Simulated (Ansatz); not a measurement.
input.yaml (Ansatz)

```yaml
crystal:
  lattice:
    - [0.0, 1.796682227, 1.796682227]
    - [1.796682227, 0.0, 1.796682227]
    - [1.796682227, 1.796682227, 0.0]
  atoms:
    - { symbol: Mn, position: [0.0, 0.0, 0.0], spin: 3.0 }
hamiltonian:
  xc: pbe
  pseudopotentials:
    kind: paw
    azcp:
      Mn: "pseudopotentials/Mn.paw.azcp"
basis:
  ecutwfc: 420
  fft_grid_basis: typed
kpoints:
  mp_grid: { grid: [17, 17, 17], shift: [0, 0, 0] }
magnetization:
  spin_polarized: true
scf:
  occupations: { method: fermi_dirac, width: 0.05 }
  lower_state_search: "off"
output:
  stress: true
```

and its output:

```
Engine: ansatz 0.2.0, x86_64-unknown-linux-gnu
Pseudopotentials: kind: paw
Pseudopotential: Mn, paw, valence charge 15, recommended cutoff 420 eV (normal) 
Functional definition: PBE
  parameter kappa = 0.804
  parameter beta = 0.06672455060314922
  exchange = pbe_x(kappa = kappa, mu = beta*pi^2/3)
  correlation = pbe_c(beta = beta)
Crystal: 1 atoms, lattice volume = 11.600 Å³
Basis set: ecut = 420 eV, 259 PW (Γ)
Bands: 13, of which v1, the nominal top of the filled ones, is band 8 counted from 1 (7 counted from 0)
Symmetry: 48 space group operations
Space group: Fm-3m (ITA 225), of the structure as read, at distance tolerance 2.3e-5 Å
Magnetic group: BNS 225.116 (UNI 1618), of the structure as read, at distance tolerance 2.3e-5 Å
k-points: 165 of 4913
Non-local potential: Mn, projectors of the file, l = 0: 3, l = 1: 2, l = 2: 3, l = 3: 1
PAW form: soft (Blöchl's): semilocal exchange-correlation on the pseudo side does not see the compensation charge
PAW one-centre angular grid: Mn, 590 points (default); XC on 64 Gauss nodes
Initial density: superposition of atomic densities (chi_scale 0.1, normalization cell)
Starting moments: Σ|m| = 3 μB on 1 of 1 site
Initial wavefunctions: pseudopotential atomic-orbital guess
Functional: x = pbe(κ = 0.804, μ = 0.2195149727645171), c = pbe(β = 0.06672455060314922)
SCF iter   1: F=—  HF=-3898.440887 eV  |F-HF|=—  |Δ(HF+E_count)|=         —  Δρ=1.28e-1 (↑1.28e-1 ↓5.80e-2)  dr2=6.65e-1  dr2_m=8.46e-1  M=1.979 μB ∫|m|=1.989 μB  β_m=0.30  ethr=3.10e-3  ⟨swp⟩=4.2  Hψ=19479  notcnv=0
Mixer restart at iter 1: flushing history
spin-set hold released at iteration 1 (the charge has settled, or the pull on large starting moments outlasts its swing): the magnetisation degrees of freedom join the quasi-Newton model from the next iteration; the mixer history was flushed
SCF iter   2: F=—  HF=-3898.384638 eV  |F-HF|=—  |Δ(HF+E_count)|=   5.62e-2  Δρ=6.04e-2 (↑5.36e-2 ↓6.04e-2)  dr2=7.53e-3  dr2_m=3.41e-1  M=2.000 μB ∫|m|=2.012 μB  β_m=0.40  ethr=3.10e-3  ⟨swp⟩=2.1  Hψ=8506  notcnv=0  defer=209
SCF iter   3: F=—  HF=-3898.487060 eV  |F-HF|=—  |Δ(HF+E_count)|=   1.02e-1  Δρ=6.90e-2 (↑6.90e-2 ↓4.46e-2)  dr2=7.13e-2  dr2_m=3.37e-1  M=1.734 μB ∫|m|=1.753 μB  β_m=0.15  ethr=5.02e-5  ⟨swp⟩=2.8  Hψ=8777  notcnv=0  defer=209
SCF iter   4: F=—  HF=-3898.576993 eV  |F-HF|=—  |Δ(HF+E_count)|=   8.99e-2  Δρ=4.02e-2 (↑2.74e-2 ↓4.02e-2)  dr2=1.64e-2  dr2_m=1.21e-1  M=1.465 μB ∫|m|=1.493 μB  β_m=0.14  ethr=5.02e-5  ⟨swp⟩=2.7  Hψ=8942  notcnv=0  defer=209
SCF iter   5: F=—  HF=-3898.641188 eV  |F-HF|=—  |Δ(HF+E_count)|=   6.42e-2  Δρ=3.82e-2 (↑2.42e-2 ↓3.82e-2)  dr2=3.83e-2  dr2_m=9.82e-2  M=1.119 μB ∫|m|=1.165 μB  β_m=0.71  ethr=5.02e-5  ⟨swp⟩=2.4  Hψ=10271  notcnv=0  defer=177
...
iter 22 did not close the SCF: its close was put off for a magnetic moment that had not settled (scf_convergence_deferred on its scf_iter line)
SCF iter  22: F=-3898.712042 eV  HF=-3898.712042 eV  |F-HF|=2.64e-11  |Δ(HF+E_count)|=   6.10e-9  Δρ=7.19e-7 (↑6.80e-7 ↓7.19e-7)  dr2=9.05e-12  dr2_m=3.57e-11  M=-0.000 μB ∫|m|=0.000 μB  β_m=0.87  ethr=2.44e-12  ⟨swp⟩=1.6  Hψ=14186  notcnv=0
SCF iter  23: F=-3898.712042 eV  HF=-3898.712042 eV  |F-HF|=3.18e-12  |Δ(HF+E_count)|=  9.09e-11  Δρ=4.93e-7 (↑4.93e-7 ↓2.30e-7)  dr2=4.98e-12  dr2_m=1.36e-11  M=0.000 μB ∫|m|=0.000 μB  ethr=1.00e-12  ⟨swp⟩=1.0  Hψ=12604  notcnv=0
WARN: the starting moments were not kept: the SCF closed with an absolute magnetisation of 1.6e-4 μB, where they sum to 3 μB in size (1 site). That is at most 0.1 of that sum. Measured as dr2_m measures the in/out step, that magnetisation stands 3.8e-8 eV from none, at or under the dr2_threshold of 1.0e-7 eV: it is no larger than a step whose dr2_m would equal this threshold. The system may hold no moment; this SCF shows only that its start led to no more than that. To try another start: raise the starting moments (crystal.atoms[].spin, magnetization.per_species, magnetization.initial_magnetization, or on a non-collinear deck that types none of these the spinor_matrix: blocks that start its atoms; where the total moment is fixed, keep their sum and leave initial_magnetization as it is; typed ones take the place of any that the run laid by itself, positive ones on a crystal's lanthanoids without a Hubbard term where scf.initial_density.shell_occupations: [] is typed) or, if the notice of its spin-set hold's release reads "site moments contracting" or "site moments show no strong build", lengthen the hold (scf.mixing.spin_hold: { on: { confirm: 4 } }; for m-r²SCAN on two components see the key's manual first). Each may lead to a state that holds a moment. A second SCF, from the converged charge density, with the starting moments and any scf.initial_density.shell_occupations laid on it anew, would have followed, and was not run: the deck does not ask for one (magnetization.retry_lost_moments is false, the default). To let it run, set magnetization.retry_lost_moments: true and run the deck again, where that key's refused combinations let it; where memory then withholds it, that run's warning says so.
The SCF converged. Along the directions that its mixing steps explored, a Ritz value of the dielectric operator 1 − χ₀K read negative at each of the last 4 readings (its real part and the size of its imaginary part sum to between -0.016 and -0.014).
SCF 1 converged in 23 iterations: F = -3898.712042 eV  dr2 = 4.98e-12
No search for a lower state was made along the close's negative reading: the deck asks for none (scf.lower_state_search: off) (following: asked_to_warn; scf.lower_state_search in the input reference).
SCF converged after 23 iterations
Magnetization: 0.0002 μB (7.5001 up, 7.4999 down)
Absolute magnetization: 0.0002 μB (∫|ρ↑−ρ↓|, with the PAW one-centre terms)
Spin contamination: 0.0000 ħ² per cell (⟨S²⟩ above its minimum at these occupations)
Per-site moments (μB) at R_I (Å): [(0.00015554102370155277, 1.0481181037379648)]
Free energy (F): -3898.712042 eV
Harris-Foulkes:  -3898.712042 eV  (|F-HF|=3.18e-12)
Internal energy: -3898.698271 eV  (E = F + TS)
E sigma→0 (E₀):  -3898.705156 eV
Entropy (-TS):   -0.013771 eV (-13.771 meV/atom)
Fermi energy:    18.559923 eV
--- Per-component energies (eV) ---
  E_band       = -182.596356
  E_kinetic    = 306.027835
  E_local      = -1641.213247  (includes V_loc(G=0)·N_el)
  E_nonlocal   = 236.583528
  E_hartree    = 678.010209
  E_xc         = -114.914952
  E_vxc        = -147.207168  (∫ρ·V_xc dr)
  E_paw        = -1296.244683  (= ΣΔE_a)
  E_vpaw       = -292.807598  (= ΣTr[D̂ρ^β])
  E_aug_tail   = -0.000009  (compensation charges beyond the density's cutoff)
  E_ewald      = -2066.946950
  E_smearing   = -0.013771  (= −TS)
  E_closure    = 0.000000  (closes the sum)
  Σ components = -3898.712042   (vs F -3898.712042, Δ=0.00e0)
--- Stress (GPa, compression-positive) ---
      -18.123502       0.000000      -0.000000
        0.000000     -18.123502       0.000000
       -0.000000      -0.000000     -18.123502
  P = ⅓ Tr σ = -18.1235 GPa (-181.235 kbar)
```

Command:

```sh
ansatz run input.yaml --threads 1 --pin off --max-ram 3584MiB --backend cpu --events-out ev --progress --plain --runs-dir out
```

On 1 thread of Intel(R) Xeon(R) Platinum 8259CL CPU @ 2.50GHz (Skylake/Cascade Lake) (shared host) this took about 15 s of wall time and 15 s of CPU time.
